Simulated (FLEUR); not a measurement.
The system is PbSe (Clausthalite).

```
Pb Se
1.0
     0.00000    3.06065    3.06065
     3.06065    0.00000    3.06065
     3.06065    3.06065    0.00000
Pb Se
1 1
Direct
  0.00000 0.00000 0.00000
  0.50000 0.50000 0.50000
```

Base run:

```yaml
Program: FLEUR MaX-R8.1 (later development tree)
Functional: PBEsol
Potentials_or_basis: all-electron
Basis: FLAPW
Kmax: 4.1 1/bohr
k_mesh: 8 × 8 × 8
Occupations: fermi-dirac, width 0.05 eV
Spin: no spin polarisation
```

Its results: band gap on the k mesh 0.20 eV, direct.

Question: The run is repeated on the same cell with these changes: functional from PBEsol to PBE; lmax from Pb 10, Se 10 to Pb 11, Se 10. What comes out?

Answer: Band gap on the k mesh 0.29 eV, direct.

Caveats: spin-orbit coupling is left out, which as a rule narrows the gap of such compounds by several tenths of an eV.

A k mesh can miss the band edges.

Not every run made on this cell is shown here.
